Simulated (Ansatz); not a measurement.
**Zone-centre phonons of ZrO$_{2}$ at 50 GPa: input and output**

All numbers below come from DFT PBEsol, scalar-relativistic, plane waves, PAW in Ansatz.

Launched with:
```bash
ansatz run input.yaml --threads 1 --pin off --max-ram 3072MiB --backend cpu --events-out ev --progress --plain --runs-dir out
```

Input (bare energies are in eV):
```yaml
crystal:
  lattice:
    - [0.0, 2.4125609142, 2.4125609142]
    - [2.4125609142, 0.0, 2.4125609142]
    - [2.4125609142, 2.4125609142, 0.0]
  atoms:
    - { symbol: Zr, position: [0.0, 0.0, 0.0] }
    - { symbol: O, position: [0.25, 0.25, 0.25] }
    - { symbol: O, position: [0.75, 0.75, 0.75] }
basis:
  ecutwfc: 420
kpoints:
  mp_grid: { grid: [8, 8, 8] }
hamiltonian:
  xc: pbesol
scf:
  occupations: { method: fixed }
output:
  eigenvalues: true
phonons:
  method: dfpt
  dielectric: true
  rigid_motions: translations
  eigenvectors: true
```

Results section of the output:
```
--- Phonons (Γ-DFPT): 2 representative perturbations + reference, on 95 of 512 k-points (Σ response iterations 6) ---
  k mesh reduced under 4 symmetry operations, with k and −k counted as one. Each operation leaves every solved perturbation unchanged. A smaller set is not considered because the run solves the response ...
  ASR residual: 5.853e-4 → 0.000e0 eV/Å²; symmetrization residual: 1.134e-6 eV/Å²
  ASR residual per site (eV/Å²): 5.85e-4 1.52e-4 1.52e-4
  Γ frequencies (cm⁻¹): 0.00 0.00 0.00 398.86 398.86 398.86 699.48 699.48 699.48
  ε∞ (high-frequency dielectric tensor):
        5.766726    -0.000000     0.000000
       -0.000000     5.766726    -0.000000
        0.000000    -0.000000     5.766726
  ε⁰ (static dielectric tensor: ions relaxed, cell fixed):
       21.420526     0.000000     0.000000
        0.000000    21.420526    -0.000000
        0.000000    -0.000000    21.420526
  ε⁰ − ε∞ (ionic part):
       15.653800     0.000000     0.000000
        0.000000    15.653800    -0.000000
        0.000000    -0.000000    15.653800
  softest optical mode at Γ: 398.86 cm⁻¹; the repairs (sum rule, projections) moved no ω² at Γ by more than (1.66 cm⁻¹)²
  Born effective charges Z* (e; rows j = field, columns β = displacement):
    site 0:
         5.80256    0.00000   -0.00000
        -0.00000    5.80256    0.00000
        -0.00000    0.00000    5.80256
    site 1:
        -2.90128   -0.00000    0.00000
         0.00000   -2.90128   -0.00000
         0.00000    0.00000   -2.90128
    site 2:
        -2.90128   -0.00000   -0.00000
         0.00000   -2.90128    0.00000
         0.00000   -0.00000   -2.90128
  Z* charge neutrality: 1.566e-3 e pre-enforcement
  solved inside a basis spanned on kpoints, on 8×8×8 k-points, its susceptibility summed on 12×12×12: ε∞ is read to err by 1.5e-2, Z* by 1.9e-2 e (field_mesh: kpoints solves on kpoints); Z* is corrected for ...
  optical modes at Γ without the LO–TO term, one row a degenerate level:
      ω (cm⁻¹) modes IR ((D/Å)²/amu)
        398.86      3            98.3743
        699.48      3             0.0000
  optical modes at Γ + LO–TO along q̂ = [1.0000, 0.0000, 0.0000]:
      ω (cm⁻¹) modes IR ((D/Å)²/amu)
        398.86      2            65.5828
        699.48      3             0.0000
        768.72      1            32.7914
  optical modes at Γ + LO–TO along q̂ = [0.0000, 1.0000, 0.0000]:
      ω (cm⁻¹) modes IR ((D/Å)²/amu)
        398.86      2            65.5828
        699.48      3             0.0000
        768.72      1            32.7914
  optical modes at Γ + LO–TO along q̂ = [0.0000, 0.0000, 1.0000]:
      ω (cm⁻¹) modes IR ((D/Å)²/amu)
        398.86      2            65.5828
        699.48      3             0.0000
        768.72      1            32.7914
```

Time: 53 s on 1 thread of Arm Neoverse V1, with other jobs on the host, peak memory 0.48 GiB.

Other phases may be more stable at this pressure.

This fluorite-type form isn't the usual stable structure of the compound at low pressure.